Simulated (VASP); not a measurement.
**From VASP inputs to Ansatz: BeS (strained rocksalt)**

INCAR

```
NELM = 120
ENCUT = 520
PREC = Accurate
LELF = .TRUE.
LREAL = .FALSE.
LCHARG = .TRUE.
ISMEAR = -1
LASPH = .TRUE.
NBANDS = 11
GGA = PE
EDIFF = 1E-7
IBRION = -1
ISIF = 2
SIGMA = 0.02
NSW = 0
LWAVE = .FALSE.
```

KPOINTS

```
KPOINTS created by Atomic Simulation Environment
0
Gamma
10 10 10
0 0 0
```

KPOINTS_OPT

```
special points
8
Reciprocal
0.0000000000 0.0000000000 0.0000000000 1
0.5000000000 0.0000000000 0.5000000000 1
0.6250000000 0.2500000000 0.6250000000 1
0.3750000000 0.3750000000 0.7500000000 1
0.5000000000 0.5000000000 0.5000000000 1
0.5000000000 0.2500000000 0.7500000000 1
0.0000000000 0.1484380000 -0.1510420000 1
0.0000000000 0.5000000000 0.5000000000 1
```

POSCAR

```
Be S
 1.0000000000000000
     0.0000000000000000    2.3288836828999999    2.3288836828999999
     2.3288836828999999    0.0000000000000000    2.3288836828999999
     2.3288836828999999    2.3288836828999999    0.0000000000000000
 Be  S
   1   1
Cartesian
  0.0000000000000000  0.0000000000000000  0.0000000000000000
  2.3288836828999999  2.3288836828999999  2.3288836828999999
```

VASP ran with the recommended PBE PAW datasets (8 valence electrons in the cell).

Task: Translate these files to an Ansatz input.

Result: 

```yaml
crystal:
  lattice:
    - [0.0, 2.3288836829, 2.3288836829]
    - [2.3288836829, 0.0, 2.3288836829]
    - [2.3288836829, 2.3288836829, 0.0]
  atoms:
    - { symbol: Be, position: [0.0, 0.0, 0.0] }
    - { symbol: S, position: [0.5, 0.5, 0.5] }
kpoints:
  mp_grid: { grid: [10, 10, 10] }
  band_path:
    path:
      - [0.0, 0.0, 0.0]
      - [0.5, 0.0, 0.5]
      - [0.625, 0.25, 0.625]
      - [0.375, 0.375, 0.75]
      - [0.5, 0.5, 0.5]
      - [0.5, 0.25, 0.75]
      - [0.0, 0.148438, -0.151042]
      - [0.0, 0.5, 0.5]
    npoints: 1
hamiltonian:
  xc: pbe
scf:
  occupations: { method: fermi_dirac, width: 0.02 }
  n_extra_bands: 4
output:
  forces: true
  stress: true
  eigenvalues: true
  write_density: true
  write_potential: true
  elf: true
  volumetric_format: npy
```

Other inputs would serve too.

|  | VASP | Ansatz |
| --- | --- | --- |
| gap between bands v and c | 0.96 eV | 0.96 eV |
| least direct gap | 4.08 eV | 4.07 eV |
| pressure | -2.0 GPa | -1.9 GPa |

The two codes use different PAW datasets and cutoffs. VASP's cell holds 8 valence electrons and Ansatz's 8. Ansatz's stress includes a Pulay correction; VASP's doesn't.
